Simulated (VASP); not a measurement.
# BP in VASP: one cell, several levels of theory, part 2 of 2

VASP 6.6.1, plane waves, PAW. Earlier steps stand in the parts before.

## Step 3: Single point with r2SCAN

File INCAR:

```
ENCUT = 520.000000
SIGMA = 0.010000
EDIFF = 1.00e-07
ALGO = Normal
METAGGA = R2SCAN
PREC = Accurate
IBRION = -1
ISIF = 2
ISMEAR = 0
NBANDS = 11
NELM = 120
NSW = 0
LASPH = .TRUE.
LCHARG = .FALSE.
LWAVE = .FALSE.
LREAL = .FALSE.
```

File KPOINTS:

```
KPOINTS created by Atomic Simulation Environment
0
Gamma
10 10 10
0 0 0
```

File KPOINTS_OPT:

```
special points
7
Reciprocal
0.0000000000 0.0000000000 0.0000000000 1
-0.5000000000 -0.5000000000 0.0000000000 1
-0.3750000000 -0.3750000000 0.2500000000 1
-0.3750000000 0.0000000000 0.3750000000 1
0.0000000000 0.0000000000 0.5000000000 1
-0.5000000000 -0.2500000000 0.2500000000 1
0.4036460000 0.4036460000 0.0000000000 1
```

File POSCAR:

```
B  P
 1.0000000000000000
     0.0000000000000000    2.3778753193000002    2.2234512308999999
     2.3778753193000002    0.0000000000000000    2.2234512308999999
     2.3778753193000002    2.3778753193000002    0.0000000000000000
 B   P
   1   1
Cartesian
  0.0000000000000000  0.0000000000000000  0.0000000000000000
  1.1889376596500001  1.1889376596500001  1.1117256154499999
```

Run with:

```bash
mpirun -np 1 vasp_std
```

Standard output, without the iteration lines:

```text
POSCAR found type information on POSCAR B P
 POSCAR found :  2 types and       2 ions
 -----------------------------------------------------------------------------
|                                                                             |
|                                                                             |
|     You enforced a specific xc type in the INCAR file but a different       |
|     I HOPE YOU KNOW WHAT YOU ARE DOING!                                     |
|                                                                             |
 -----------------------------------------------------------------------------

 LDA part: xc-table for (None), standard interpolation
 POSCAR, INCAR and KPOINTS ok, starting setup
 FFT: planning ... GRIDC
 FFT: planning ... GRID_SOFT
 FFT: planning ... GRID
 WAVECAR not read
 entering main loop
 Start KPOINTS_OPT (optional k-point list driver)
k-point batch [1-7\7]
```

OSZICAR:

```text
N       E                     dE             d eps       ncg     rms          rms(c)
DAV:   1     0.372242437061E+01    0.37224E+01   -0.40859E+03  2244   0.676E+02
DAV:   2    -0.183314618204E+02   -0.22054E+02   -0.21056E+02  3008   0.108E+02
DAV:   3    -0.189432591087E+02   -0.61180E+00   -0.61065E+00  2866   0.160E+01
DAV:   4    -0.189455846111E+02   -0.23255E-02   -0.23252E-02  2585   0.117E+00
DAV:   5    -0.189455978013E+02   -0.13190E-04   -0.13190E-04  2803   0.871E-02    0.711E+00
DAV:   6    -0.172136430265E+02    0.17320E+01   -0.86202E-01  2582   0.475E+00    0.429E+00
DAV:   7    -0.171834581659E+02    0.30185E-01   -0.15650E-01  2674   0.215E+00    0.133E+00
DAV:   8    -0.171815762581E+02    0.18819E-02   -0.15743E-02  2637   0.916E-01    0.141E-01
DAV:   9    -0.171818886280E+02   -0.31237E-03   -0.65365E-04  2675   0.194E-01    0.591E-02
DAV:  10    -0.171819476000E+02   -0.58972E-04   -0.78967E-05  2436   0.678E-02    0.205E-02
DAV:  11    -0.171819479941E+02   -0.39412E-06   -0.53494E-06  2929   0.158E-02    0.154E-02
DAV:  12    -0.171819490481E+02   -0.10540E-05   -0.35902E-07  2613   0.412E-03    0.183E-03
DAV:  13    -0.171819491530E+02   -0.10486E-06   -0.10024E-07  1347   0.159E-03    0.178E-03
DAV:  14    -0.171819491305E+02    0.22503E-07   -0.10183E-08  1278   0.592E-04
   1 F= -.17181949E+02 E0= -.17181949E+02  d E =-.110525E-22
       N       E                     dE             ncg
DAV:   1     0.127289077788E+04   -0.20921E+04      154
DAV:   2     0.111647213446E+04   -0.15642E+03      199
DAV:   3     0.111225576099E+04   -0.42164E+01      220
DAV:   4     0.111224368701E+04   -0.12074E-01      183
DAV:   5     0.111224363055E+04   -0.56467E-04      198
DAV:   6     0.111224363009E+04   -0.45666E-06      191
DAV:   7     0.111224363009E+04   -0.40379E-08      201
```

From OUTCAR:

```text
k-points           NKPTS =    102   k-points in BZ     NKDIM =    102   number of bands    NBANDS=     11

   NELECT =       8.0000    total number of electrons

   dimension x,y,z NGX =    24 NGY =   24 NGZ =   28
   dimension x,y,z NGXF=    48 NGYF=   48 NGZF=   56

  energy-cutoff  :      520.00
  volume of cell :       25.14
      direct lattice vectors                 reciprocal lattice vectors
     0.000000000  2.377875319  2.223451231    -0.210271748  0.210271748  0.224875632
     2.377875319  0.000000000  2.223451231     0.210271748 -0.210271748  0.224875632
     2.377875319  2.377875319  0.000000000     0.210271748  0.210271748 -0.224875632

 k-points in reciprocal lattice and weights: KPOINTS created by Atomic Simulation Env
   0.00000000  0.00000000  0.00000000       0.001
   0.10000000 -0.00000000  0.00000000       0.008
   0.20000000 -0.00000000  0.00000000       0.008
   0.30000000  0.00000000  0.00000000       0.008
   0.40000000  0.00000000  0.00000000       0.008
   0.50000000 -0.00000000  0.00000000       0.004
   0.10000000  0.10000000  0.00000000       0.002
   0.20000000  0.10000000  0.00000000       0.008
[... 94 more k-points ...]

 E-fermi :   7.0238

 k-point     1 :       0.0000    0.0000    0.0000
  band No.  band energies     occupation
      1      -9.0539      2.00000
      2       6.3351      2.00000
      3       6.3352      2.00000
      4       6.9599      2.00000
      5       9.8243      0.00000
      6      10.2514      0.00000
      7      10.2514      0.00000
      8      13.3373      0.00000
      9      18.1390      0.00000
     10      18.4244      0.00000
     11      19.6957      0.00000

 k-point     2 :       0.1000   -0.0000    0.0000
  band No.  band energies     occupation
      1      -8.8753      2.00000
      2       5.1893      2.00000
      3       6.0232      2.00000
      4       6.5240      2.00000
      5      10.1474      0.00000
      6      10.6335      0.00000
      7      10.7303      0.00000
      8      13.9612      0.00000
      9      17.6642      0.00000
     10      18.8046      0.00000
     11      19.0654      0.00000

 k-point     3 :       0.2000   -0.0000    0.0000
  band No.  band energies     occupation
      1      -8.3474      2.00000
      2       2.8735      2.00000
      3       5.4107      2.00000
      4       5.9853      2.00000
      5      10.3561      0.00000
      6      11.2535      0.00000
      7      11.4041      0.00000
      8      15.4297      0.00000
      9      17.4129      0.00000
     10      18.0478      0.00000
     11      19.9753      0.00000

 k-point     4 :       0.3000    0.0000    0.0000
  band No.  band energies     occupation
      1      -7.5041      2.00000
      2       0.5271      2.00000
      3       4.8568      2.00000
      4       5.5426      2.00000
      5      10.1833      0.00000
      6      11.4437      0.00000
      7      11.9690      0.00000
      8      16.7351      0.00000
      9      18.2400      0.00000
     10      18.3609      0.00000
     11      20.2193      0.00000

 k-point     5 :       0.4000    0.0000    0.0000
  band No.  band energies     occupation
      1      -6.4712      2.00000
      2      -1.4606      2.00000
      3       4.4971      2.00000
      4       5.2673      2.00000
      5       9.9894      0.00000
      6      11.3129      0.00000
      7      12.1443      0.00000
      8      17.2092      0.00000
      9      19.4926      0.00000
     10      20.3196      0.00000
     11      21.1394      0.00000

 k-point     6 :       0.5000   -0.0000    0.0000
  band No.  band energies     occupation
      1      -5.8336      2.00000
      2      -2.4232      2.00000
      3       4.3740      2.00000
      4       5.1752      2.00000
      5       9.9129      0.00000
      6      11.2274      0.00000
      7      12.1546      0.00000
      8      17.2288      0.00000
      9      20.7078      0.00000
     10      21.9795      0.00000
     11      22.1394      0.00000

 k-point     7 :       0.1000    0.1000    0.0000
  band No.  band energies     occupation
      1      -8.7949      2.00000
      2       5.4985      2.00000
      3       5.4985      2.00000
      4       6.0722      2.00000
      5       9.3610      0.00000
      6      11.3145      0.00000
      7      11.3145      0.00000
      8      13.8556      0.00000
      9      18.4304      0.00000
     10      18.5490      0.00000
     11      19.3419      0.00000

 k-point     8 :       0.2000    0.1000    0.0000
  band No.  band energies     occupation
      1      -8.3626      2.00000
      2       3.6170      2.00000
      3       4.8328      2.00000
      4       5.7459      2.00000
      5       9.4508      0.00000
      6      11.8641      0.00000
      7      12.1462      0.00000
      8      14.3165      0.00000
      9      18.1823      0.00000
     10      18.5345      0.00000
     11      20.3161      0.00000

 k-point     9 :       0.3000    0.1000    0.0000
  band No.  band energies     occupation
      1      -7.6028      2.00000
      2       1.2705      2.00000
      3       4.3111      2.00000
      4       5.2678      2.00000
      5       9.8952      0.00000
      6      12.1022      0.00000
      7      12.4472      0.00000
      8      14.6384      0.00000
      9      18.8919      0.00000
     10      19.3112      0.00000
     11      20.6498      0.00000

 k-point    10 :       0.4000    0.1000    0.0000
  band No.  band energies     occupation
      1      -6.6009      2.00000
      2      -0.8396      2.00000
      3       4.0353      2.00000
      4       4.7694      2.00000
      5      10.0024      0.00000
      6      12.2260      0.00000
      7      12.3636      0.00000
      8      15.3859      0.00000
      9      19.3209      0.00000
     10      21.0447      0.00000
     11      21.5882      0.00000

 k-point    11 :       0.5000    0.1000    0.0000
  band No.  band energies     occupation
      1      -5.7419      2.00000
      2      -2.2034      2.00000
      3       4.0330      2.00000
      4       4.3885      2.00000
      5      10.0048      0.00000
      6      11.9163      0.00000
      7      12.4191      0.00000
      8      16.7499      0.00000
      9      19.4320      0.00000
     10      21.8965      0.00000
     11      22.6211      0.00000

 k-point    12 :      -0.4000    0.1000    0.0000
  band No.  band energies     occupation
      1      -6.0505      2.00000
      2      -1.7622      2.00000
      3       4.1844      2.00000
      4       4.2967      2.00000
      5      10.1488      0.00000
      6      11.7332      0.00000
      7      12.4684      0.00000
      8      17.4193      0.00000
      9      19.6698      0.00000
     10      19.7164      0.00000
     11      22.3986      0.00000

 k-point    13 :      -0.3000    0.1000    0.0000
  band No.  band energies     occupation
      1      -7.0687      2.00000
      2       0.0088      2.00000
      3       4.2012      2.00000
      4       4.7896      2.00000
      5      10.4446      0.00000
      6      11.6244      0.00000
      7      12.5510      0.00000
      8      16.5240      0.00000
      9      17.5938      0.00000
     10      19.6920      0.00000
     11      21.4263      0.00000

 k-point    14 :      -0.2000    0.1000    0.0000
  band No.  band energies     occupation
      1      -7.9820      2.00000
      2       2.2012      2.00000
      3       4.4907      2.00000
      4       5.4229      2.00000
      5      10.7485      0.00000
      6      11.2957      0.00000
      7      12.3220      0.00000
      8      15.4328      0.00000
      9      16.4925      0.00000
     10      18.8051      0.00000
     11      20.8509      0.00000

 k-point    15 :      -0.1000    0.1000    0.0000
  band No.  band energies     occupation
      1      -8.6000      2.00000
      2       4.2022      2.00000
      3       5.2736      2.00000
      4       5.9733      2.00000
      5      10.7220      0.00000
      6      10.7299      0.00000
      7      11.5077      0.00000
      8      14.6489      0.00000
      9      16.6878      0.00000
     10      18.3525      0.00000
     11      19.7441      0.00000

 k-point    16 :       0.2000    0.2000    0.0000
  band No.  band energies     occupation
      1      -8.0273      2.00000
      2       4.1316      2.00000
      3       4.1316      2.00000
      4       4.1727      2.00000
      5       8.4911      0.00000
      6      12.9945      0.00000
      7      13.3482      0.00000
      8      13.3482      0.00000
      9      18.4304      0.00000
     10      19.2942      0.00000
     11      21.4547      0.00000

[... the tables of k-points 17 to 102 left out ...]

  Total       -2.6523453     -2.6523453     -0.0599518      0.0000000      0.0000000      0.0000000
  in kB     -169.0070752   -169.0070752     -3.8201181      0.0000000      0.0000000      0.0000000
  external PRESSURE =    -113.9447562 kB  Pullay stress =       0.0000000 kB

 POSITION                                       TOTAL-FORCE (eV/Angst)
 -----------------------------------------------------------------------------------
      0.00000      0.00000      0.00000         0.000000      0.000000     -0.000000
      1.18894      1.18894      1.11173         0.000000      0.000000      0.000000
 -----------------------------------------------------------------------------------
    total drift:                               -0.000015     -0.000015     -0.000073

  FREE ENERGIE OF THE ION-ELECTRON SYSTEM (eV)
  ---------------------------------------------------
  free  energy   TOTEN  =       -17.1819491305 eV

  energy  without entropy=      -17.1819491305  energy(sigma->0) =      -17.18194913
```

Wall time 34 s (1 MPI rank of Intel Xeon 6975P-C, shared host); peak memory 0.17 GiB.

The levels at the points of KPOINTS_OPT are read from vasprun.xml.

Near the gap, in eV above the top of the last filled band v; c is the band after it:

```csv
point,v−1,v,c,c+1
Γ,-0.62,0.00,2.86,3.29
X,-4.92,-4.92,0.76,0.96
U,-6.36,-4.34,1.49,5.03
K,-6.44,-3.65,2.37,6.30
L,-2.59,-1.78,2.95,4.27
W,-5.87,-5.64,4.97,5.85
```

Gap with r2SCAN: 0.54 eV, valence top at Γ, conduction bottom at (0.40, 0.40, 0.00). Least direct gap: 2.86 eV. The pressure is -11.39 GPa; the forces vanish within 0.01 eV/Å.

## Step 4: Summary

The summary covers parts 1 to 2.

| level | gap (eV) | pressure (GPa) |
| --- | --- | --- |
| PBE | 0.39 | -9.70 |
| r2SCAN | 0.54 | -11.39 |

In words: The gap spans 0.39 eV (PBE) to 0.54 eV (r2SCAN). The pressure is highest with PBE (-9.7 GPa) and lowest with r2SCAN (-11.4 GPa), which orders the cells that they would relax to.
